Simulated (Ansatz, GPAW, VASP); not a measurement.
**BN: 4 runs at one level of theory**

```
N B
1.0
     0.00000    1.81300    1.81300
     1.81300    0.00000    1.81300
     1.81300    1.81300    0.00000
N B
1 1
Direct
  0.25000 0.25000 0.25000
  0.00000 0.00000 0.00000
```

The cell is a database's computed one, not the measured one.

Alike in all runs: task single point; functional PBE; k mesh 13 × 13 × 13; occupations gaussian, width 0.02 eV; no spin polarisation; no spin-orbit coupling. Pressure is positive in compression and, in plane waves, holds the error of the finite cutoff.

```
                        program and potentials  plane-wave cutoff (eV)  notes  pressure (GPa)
              VASP, PBE PAW files B, N, 500 eV                     500      -           -0.20
              VASP, PBE PAW files B, N, 520 eV                     520      -           -0.16
    GPAW, GPAW PAW data sets (gpaw-data 1.2.1)                     800      -           -1.60
Ansatz, all-electron LAPW, scalar-relativistic                       -      -           -0.41
```

The pressure spans -1.60 (GPAW, GPAW PAW data sets (gpaw-data 1.2.1)) to -0.16 GPa (VASP, PBE PAW files B, N, 520 eV), with all-electron results at -0.41.

The functional is the same throughout but for its coding, so the spread measures potentials, basis and numerics; runs on potential files found faulty are left out.

All four runs place this zinc-blende cell under slight tension, so each would contract a little on relaxation. The strain involved is very small: the short, strongly covalent sp³ network makes cubic BN one of the stiffest solids known, and a minor difference in equilibrium volume therefore appears as a noticeable pressure. Even the GPAW value of -1.60 GPa implies only a slight shift in lattice constant.

The two VASP runs lie much closer to the all-electron result than GPAW does. Raising the VASP cutoff makes the tension slightly weaker, the direction expected when an incomplete plane-wave basis is enlarged, but moves the value away from the all-electron one. The remaining offset there is thus probably not a matter of cutoff alone. For GPAW, the compact, nodeless 2p shell of nitrogen is demanding for both data set and basis, and either could be responsible; its higher cutoff doesn't settle the question, since data sets differ in hardness. Small differences in pressure between codes shouldn't be read as differences in the bonding of BN.
